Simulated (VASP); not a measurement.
Input of a VASP 6.6.1 run:

The input INCAR:

```
PREC = Accurate ; ENCUT = 600
EDIFF = 1E-7 ; ISMEAR = 1
SIGMA = 0.1 ; LREAL = F
LASPH = T ; NELM = 80
ALGO = Normal ; ISIF = 2
LWAVE = F ; LCHARG = F
METAGGA = R2SCAN ; LMIXTAU = T
IBRION = 2 ; NSW = 40
EDIFFG = -0.01
```

KPOINTS

```
regular mesh
0
Gamma
  16 16 16
```

The input POSCAR:

```
Rh                                      
1.0
    0.0000000000      1.9151200050      1.9151200050
    1.9151200050      0.0000000000      1.9151200050
    1.9151200050      1.9151200050      0.0000000000
  Rh            
     1
Direct
     0.0000000000000000    0.0000000000000000    0.0000000000000000
```

Potentials or basis: VASP PAW PBE potentials, release 64 (Rh_pv).

The run is started by

```console
$ cat potpaw_PBE.64/Rh_pv/POTCAR > POTCAR
$ mpirun -np 1 vasp_std > vasp.out
```

(1) What does it give for the band gap on the k mesh?

Answers

(1) none (metal or under the smearing width).

Caveat: the relaxation stopped at its first step, so nothing moved.
